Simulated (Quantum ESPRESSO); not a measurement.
## ZrC in Quantum ESPRESSO: the effect of target pressure

Crystal: ZrC.

```xyz
2
Lattice="0.0000 2.3650 2.3650 2.3650 0.0000 2.3650 2.3650 2.3650 0.0000" Properties=species:S:1:pos:R:3 pbc="T T T"
Zr    2.3650    2.3650    2.3650
C     0.0000    0.0000    0.0000
```

Alike in all runs:

- Program: Quantum ESPRESSO 7.5
- Task: relaxation of cell and atoms
- Functional: PBEsol
- Potentials or basis: GBRV 1.5 PBEsol
- Cutoff: 707 eV
- Density cutoff: 5633 eV
- k mesh: 10 × 10 × 10
- Occupations: fermi-dirac, width 0.05 eV
- Spin: no spin polarisation

Each run relaxes the cell or the atoms first.

| target pressure | relaxed volume (Å³/atom) |
| --- | --- |
| 0 GPa | 12.72 |
| 2 GPa | 12.61 |
| 5 GPa | 12.46 |
| 10 GPa | 12.23 |
| 20 GPa | 11.82 |
| 30 GPa | ? |

Q: What does the run with target pressure 30 GPa give?

A: Relaxed volume 11.47 Å³/atom.

Worked out: In Murnaghan's law V^(-B') rises as a straight line in P. The other rows fit best with B' = 4.0, V0 = 12.72 Å³/atom and B0 = 235 GPa, which gives 11.47 Å³/atom at 30 GPa, against the run's 11.47.
